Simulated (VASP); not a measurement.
A run of VASP 6.6.1 is set up as follows.

Contents of INCAR:

```
SYSTEM = SnS2
PREC = Accurate ; ENCUT = 600
EDIFF = 1E-7 ; ISMEAR = 0
SIGMA = 0.03 ; LREAL = .FALSE.
LASPH = .TRUE. ; NELM = 80
ALGO = Normal ; ISIF = 3
LWAVE = .FALSE. ; LCHARG = .FALSE.
GGA = MK ; LUSE_VDW = .TRUE.
AGGAC = 0.0 ; PARAM1 = 0.1234
PARAM2 = 0.711357 ; ZAB_VDW = -1.8867
IBRION = 2 ; NSW = 90
EDIFFG = -0.005
```

Contents of KPOINTS:

```
Automatic mesh
0
G
  9 9 5
  0 0 0
```

The input POSCAR:

```
SnS2                                    
1.0
    3.6876449906      0.0000000000     -0.0000000000
   -1.8438224953      3.1935942375     -0.0000000000
    0.0000000000      0.0000000000      5.8846167329
  Sn              S             
     1     2
Direct
     1.0000000000000000    1.0000000000000000    0.0000000000000000
     0.3333333300000021    0.6666666699999979    0.2521217477333333
     0.6666666699999979    0.3333333300000021    0.7478782522666667
```

Potentials or basis: VASP PAW PBE potentials, release 64 (Sn_d, S).

Command:

```console
$ cat potpaw_PBE.64/Sn_d/POTCAR potpaw_PBE.64/S/POTCAR > POTCAR
$ mpirun -np 1 vasp_std > vasp.out
```

Question: What does it give for the band gap on the k mesh?

Answer: 1.23 eV, indirect (least direct gap 1.57 eV).

Question: What does it give for the relaxed volume?

Answer: 23.07 Å³/atom.

Question: Predict the space group after relaxing (to 0.05 Å).

Answer: P-3m1 (No. 164).

Question: Estimate the relaxed cell.

Answer: a = 3.687 Å, b = 3.687 Å, c = 5.879 Å, α = 90.00°, β = 90.00°, γ = 120.00°.

Forces in eV/Å, atoms in the order of the input:
```
Sn   0.000  0.000  0.000
S    0.000  0.000  0.004
S    0.000  0.000 -0.004
```

Caveat: the PAW data sets were made with another functional, which shifts forces and pressure a little; spin-orbit coupling is left out, which moves the levels of the heavy elements; an odd mesh through Γ misses points on the zone boundary, where band edges often lie.
